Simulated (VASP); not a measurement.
# CaO (Fm-3m) in VASP: settings compared, part 2 of 2

VASP 6.6.1. Earlier steps stand in the parts before.

## Step 6: Single point, PBE

Contents of INCAR:

```
SYSTEM = CaO
ALGO     = Normal         ! electronic algorithm
EDIFF    = 1E-6           ! SCF threshold, eV
ENCUT    = 520            ! plane-wave cutoff, eV
GGA      = PE             ! functional
ISIF     = 2              ! what is computed and relaxed
ISMEAR   = 0              ! smearing method
LASPH    = .TRUE.         ! aspherical terms in the spheres
LCHARG   = .FALSE.        ! write CHGCAR
LREAL    = .FALSE.        ! projectors in reciprocal space
LWAVE    = .FALSE.        ! write WAVECAR
NELM     = 100            ! most SCF steps
PREC     = Accurate       ! precision mode
SIGMA    = 0.05           ! smearing width, eV
```

Contents of KPOINTS:

```
k-points
0
G
  10 10 10
  0 0 0
```

Contents of POSCAR:

```
CaO
1.0
    0.0000000000      2.4035556960      2.4035556960
    2.4035556960      0.0000000000      2.4035556960
    2.4035556960      2.4035556960      0.0000000000
Ca O
1 1
Direct
    0.0000000000      0.0000000000      0.0000000000
    0.5000000000      0.5000000000      0.5000000000
```

Potentials or basis: VASP PAW PBE potentials, release 54 (Ca_sv, O).

On the command line:

```
> cat potpaw_PBE.54/Ca_sv/POTCAR potpaw_PBE.54/O/POTCAR > POTCAR
> mpirun -np 1 vasp_std > vasp.out
```

OUTCAR:

```text
SYSTEM = CaO
   EDIFF = 1E-6
   ENCUT = 520
   GGA = PE
   ISIF = 2
   ISMEAR = 0
   LASPH = .TRUE.
   LREAL = .FALSE.
   NELM = 100
   PREC = Accurate

 ion  position               nearest neighbor table
   1  0.000  0.000  0.000-   2 2.40   2 2.40   2 2.40   2 2.40   2 2.40   2 2.40
   2  0.500  0.500  0.500-   1 2.40   1 2.40   1 2.40   1 2.40   1 2.40   1 2.40

  LATTYP: Found a face centered cubic cell.
 ALAT       =     4.8071113920

  Lattice vectors:

 A1 = (   0.0000000000,   2.4035556960,   2.4035556960)
 A2 = (   2.4035556960,   0.0000000000,   2.4035556960)
 A3 = (   2.4035556960,   2.4035556960,   0.0000000000)

Analysis of symmetry for initial positions (statically):
=====================================================================
 Subroutine PRICEL returns:
 Original cell was already a primitive cell.

 Routine SETGRP: Setting up the symmetry group for a
 face centered cubic supercell.

 Subroutine GETGRP returns: Found 48 space group operations
 (whereof 48 operations were pure point group operations)
 out of a pool of 48 trial point group operations.

The static configuration has the point symmetry O_h .

Analysis of symmetry for dynamics (positions and initial velocities):
=====================================================================
 Subroutine PRICEL returns:
 Original cell was already a primitive cell.

 Routine SETGRP: Setting up the symmetry group for a
 face centered cubic supercell.

 Subroutine GETGRP returns: Found 48 space group operations
 (whereof 48 operations were pure point group operations)
 out of a pool of 48 trial point group operations.

The dynamic configuration has the point symmetry O_h .

 Subroutine INISYM returns: Found 48 space group operations
 (whereof 48 operations are pure point group operations),
 and found     1 'primitive' translations

----------------------------------------------------------------------------------------

                                     Primitive cell

[... 142 lines left out ...]
   LRPA    =     F    only Hartree local field effects (RPA)
 non-spin polarized calculation
 Gauss-broadening in eV      SIGMA  =   0.05
  energy-cutoff  :      520.00
  volume of cell :       27.77
 maximum number of plane-waves:       763
 NGX is ok and might be reduce to    28
   NGX = 13   NGY = 13   NGZ = 13

 number of electron      15.9999997 magnetization

 Free energy of the ion-electron system (eV)
  ---------------------------------------------------
  ext. energy  EPLUGINS =         0.00000000
  ---------------------------------------------------
  free energy    TOTEN  =       -12.80137721 eV

  energy without entropy =      -12.80137721  energy(sigma->0) =      -12.80137721

 E-fermi :   2.6641     XC(G=0): -10.4735

 val. band max:        2.3469457685   @ k =   0.0000   0.0000   0.0000
 cond. band min:       5.9829003541   @ k =   0.5000   0.5000   0.0000
 fundamental gap:      3.6359545856
 Fermi energy:         2.6641078320

 k-point     1 :       0.0000    0.0000    0.0000
  band No.  band energies     occupation
      1     -35.2910      2.00000
      2     -16.0552      2.00000
      3     -16.0552      2.00000
      4     -16.0552      2.00000
      5     -13.1844      2.00000
      6       2.3469      2.00000
      7       2.3469      2.00000
      8       2.3469      2.00000
      9       7.0564      0.00000
     10       8.5719      0.00000
     11       8.5719      0.00000
     12       8.5719      0.00000
[... 571 lines left out ...]
 k-point    40 :      -0.2000    0.3000    0.1000
  band No.  band energies     occupation
      1     -35.1863      2.00000
      2     -16.8407      2.00000
      3     -16.3177      2.00000
      4     -16.1414      2.00000
      5     -12.3353      2.00000
      6       0.3710      2.00000
      7       1.2897      2.00000
      8       1.5395      2.00000
      9       8.3152      0.00000
     10       9.7168      0.00000
     11      10.6244      0.00000
     12      10.7567      0.00000

 [... further k-points ...]

------------------------ aborting loop because EDIFF is reached ----------------------------------------

  FORCE on cell =-STRESS in cart. coord.  units (eV):
  Direction    XX          YY          ZZ          XY          YZ          ZX
  --------------------------------------------------------------------------------------
  -------------------------------------------------------------------------------------
  Total        0.3793584      0.3793584      0.3793584     -0.0000000     -0.0000000      0.0000000
  in kB       21.8860683     21.8860683     21.8860683     -0.0000000     -0.0000000      0.0000000
  external PRESSURE =      21.8860683 kB  Pullay stress =       0.0000000 kB

 VOLUME and BASIS-vectors are now :
 -----------------------------------------------------------------------------
  energy-cutoff  :      520.00
  volume of cell :       27.77
      direct lattice vectors                 reciprocal lattice vectors
     0.000000000  2.403555696  2.403555696    -0.208025136  0.208025136  0.208025136
     2.403555696  0.000000000  2.403555696     0.208025136 -0.208025136  0.208025136
     2.403555696  2.403555696  0.000000000     0.208025136  0.208025136 -0.208025136

 POSITION                                       TOTAL-FORCE (eV/Angst)
 -----------------------------------------------------------------------------------
      0.00000      0.00000      0.00000        -0.000000     -0.000000     -0.000000
      2.40356      2.40356      2.40356         0.000000      0.000000      0.000000
 -----------------------------------------------------------------------------------
    total drift:                                0.000000      0.000000      0.000000

  FREE ENERGIE OF THE ION-ELECTRON SYSTEM (eV)
  ---------------------------------------------------
  free  energy   TOTEN  =       -12.8013772144 eV

  energy  without entropy=      -12.8013772144  energy(sigma->0) =      -12.80137721
```

OSZICAR:

```text
N       E                     dE             d eps       ncg     rms          rms(c)
DAV:   1     0.132733747679E+03    0.13273E+03   -0.85737E+03  1128   0.136E+03
DAV:   2    -0.809367635949E+01   -0.14083E+03   -0.13234E+03  1320   0.341E+02
DAV:   3    -0.143021585586E+02   -0.62085E+01   -0.61575E+01  1404   0.749E+01
DAV:   4    -0.145106601923E+02   -0.20850E+00   -0.20817E+00  1648   0.120E+01
DAV:   5    -0.145131016295E+02   -0.24414E-02   -0.24413E-02  1408   0.135E+00    0.857E+00
DAV:   6    -0.128436766757E+02    0.16694E+01   -0.87141E+00  1292   0.276E+01    0.364E+00
DAV:   7    -0.128021281791E+02    0.41548E-01   -0.71706E-01  1548   0.832E+00    0.174E+00
DAV:   8    -0.128029638077E+02   -0.83563E-03   -0.81204E-02  1216   0.325E+00    0.432E-01
DAV:   9    -0.128008969590E+02    0.20668E-02   -0.24969E-02  1416   0.130E+00    0.135E-01
DAV:  10    -0.128013378327E+02   -0.44087E-03   -0.22062E-03  1212   0.473E-01    0.250E-02
DAV:  11    -0.128013910253E+02   -0.53193E-04   -0.34743E-04  1592   0.155E-01    0.290E-02
DAV:  12    -0.128013773304E+02    0.13695E-04   -0.55179E-05  1292   0.815E-02    0.460E-03
DAV:  13    -0.128013772144E+02    0.11592E-06   -0.40495E-06  1484   0.199E-02
   1 F= -.12801377E+02 E0= -.12801377E+02  d E =-.283718E-21
```

Run time: 11 s. Hardware: 1 thread of AMD EPYC 9R45 (Zen 5), shared host; peak memory 0.13 GiB.

What came out:

```yaml
Free_energy: -12.8014 eV
Pressure: 2.2 GPa
Band_gap_on_the_k_mesh: 3.64 eV, indirect (least direct gap 4.01 eV)
```

A k mesh can miss the band edges. As with any semilocal functional, this PBE gap is likely too small.

## Step 7: Summary

```tsv
task	level	potentials or basis	cell	cutoff (eV)	smearing	monkhorst-Pack mesh	atoms held fixed (from 0)	other keys	gap on the mesh (eV)	pressure (GPa)
relaxation of the atoms	RPBE+D3(BJ)	VASP PAW PBE potentials, release 64 (Ca_sv_GW, O_GW)	atoms relaxed from: atoms moved at random, drawn with an rms of 0.05 Å	550	gaussian 0.05 eV	-	-	ALGO = Fast	3.77	-17.8
relaxation of the atoms	BEEF-vdW	VASP PAW PBE potentials, release 64 (Ca_sv, O)	atoms relaxed from: atoms moved at random, drawn with an rms of 0.1 Å	520	fermi-dirac 0.05 eV	yes	[0]	shifted = yes; ADDGRID = yes; IBRION = 1	-	3.6
relaxation of cell and atoms	optPBE-vdW	VASP PAW PBE potentials, release 54 (Ca_sv, O)	relaxed from: cell strained at random at fixed volume	600	gaussian 0.05 eV	-	-	-	3.71	0.0
single point	rSCAN	VASP PAW PBE potentials, release 64 (Ca_pv, O)	as given	500	gaussian 0.005 eV	-	-	PREC = High; ISMEAR = 0; SIGMA = 0.005	4.20	-1.0
single point	PBE	VASP PAW PBE potentials, release 54 (Ca_sv, O)	as given	520	gaussian 0.05 eV	-	-	-	3.64	2.2
```

Alike in all rows: no spin polarisation; k mesh 10 × 10 × 10.

Caveats: the PAW data sets were made with another functional, which shifts forces and pressure a little (some runs).

Total energies depend on the potentials used, so only differences within one code and one set of settings carry meaning.
